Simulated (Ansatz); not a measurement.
# ZrN: the cost of one run

Program: Ansatz 0.2.0 through its Python package. Level of theory: DFT PBE, plane waves, PAW. These are calculated values, not measurements.

The COD entry's cell or inner coordinates are ideal or old and differ from later refinements, so a difference from it is no clean test against experiment.

**1. The structure**

Symmetry: Fm-3m, No. 225, cubic system. Conventional cell: a = 4.600 Å, b = 4.600 Å, c = 4.600 Å, α = 90.00°, β = 90.00°, γ = 90.00°. Around Zr (site symmetry m-3m) lie 6 N at 2.30 Å. Around N (site symmetry m-3m) lie 6 Zr at 2.30 Å.

No structure file is read: the coordinates are typed or built in the script.

**2. The code**

zrn.py reads:

```python
"""How the energy of ZrN depends on the smearing."""

import warnings

import ansatz as az
from tabulate import tabulate

warnings.simplefilter("ignore", az.DeckWarning)

system = (
    az.Lattice.from_parameters(3.252691, 3.252691, 3.252691, alpha=60.0, beta=60.0, gamma=60.0)
    .atom("Zr", [0.5, 0.5, 0.5])
    .atom("N", [0.0, 0.0, 0.0])
)

calculation = system.calculation().kpoints(11, 11, 11)

rows = []
for value in [0.3, 0.2, 0.1, 0.05]:
    data = calculation.occupations("cold", width=value).run(threads=1).report
    rows.append((value, data["free_energy_ev"] / len(data["lattice"]["sites"]), data["n_iterations"], data["n_kpoints"]))

print(tabulate(rows, headers=["width (eV)", "F/atom (eV)", "iterations", "k-points"], floatfmt=".4f", tablefmt="plain"))

# differences from the last row
for row in rows[:-1]:
    shift = 1000 * (row[1] - rows[-1][1])
    print(f"{row[0]}: {shift:+.2f} meV/atom" + ("  (within 1 meV)" if abs(shift) < 1 else ""))
```

**3. The input behind the calls**

The engine receives this input (first run):

```yaml
crystal:
  lattice:
    a: 3.252691
    b: 3.252691
    c: 3.252691
    alpha: 60.0
    beta: 60.0
    gamma: 60.0
  atoms:
    - { symbol: Zr, position: [0.5, 0.5, 0.5] }
    - { symbol: "N", position: [0.0, 0.0, 0.0] }
kpoints:
  mp_grid:
    grid: [11, 11, 11]
scf:
  occupations:
    method: cold
    width: 0.3
```

**4. Launch**

Run with:

```console
> python zrn.py
```

Q: Estimate wall time and peak memory on 1 thread of Arm Neoverse V1, shared host.

About 4.2 s, with a peak of 0.34 GiB.
